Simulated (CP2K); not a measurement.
## SiO2 in CP2K: the effect of functional

The system is SiO2.

```
Si O
1.0
     4.97559    0.00000    0.00000
     0.00000    4.97559    0.00000
     0.00000    0.00000    6.90089
Si O
4 8
Direct
  0.80325 0.80325 0.50000
  0.69675 0.30325 0.25000
  0.30325 0.69675 0.75000
  0.19675 0.19675 0.00000
  0.76176 0.11039 0.43204
  0.88961 0.23824 0.06796
  0.11039 0.76176 0.56796
  0.26176 0.38961 0.81796
  0.23824 0.88961 0.93204
  0.73824 0.61039 0.31796
  0.38961 0.26176 0.18204
  0.61039 0.73824 0.68204
```

The cell comes from a database or a generator and needn't be the stable form of this composition.

Alike in all runs:

```yaml
Program: CP2K 2026.2
Task: band structure
Potentials_or_basis: POTENTIAL_UZH Si GTH-PBE-q4, O GTH-PBE-q6; DZVP-MOLOPT-PBE-GTH basis
Density_cutoff: 11565 eV
k_mesh: 4 × 4 × 3
Occupations: fermi-dirac, width 0.05 eV
Spin: no spin polarisation
```

```csv
functional,pressure (GPa)
LDA,3.8
PBEsol,4.3
vdW-DF2,4.5
BEEF-vdW,?
OLYP,3.4
MS2,0.8
```

Q: What does the run with functional BEEF-vdW give?

A: Pressure 2.3 GPa.

Caveats: the potentials were made for another functional, which shifts forces and pressure; the basis of atomic orbitals isn't converged, which shifts pressures, moduli and gaps.

Runs at the PBE level aren't shown here.
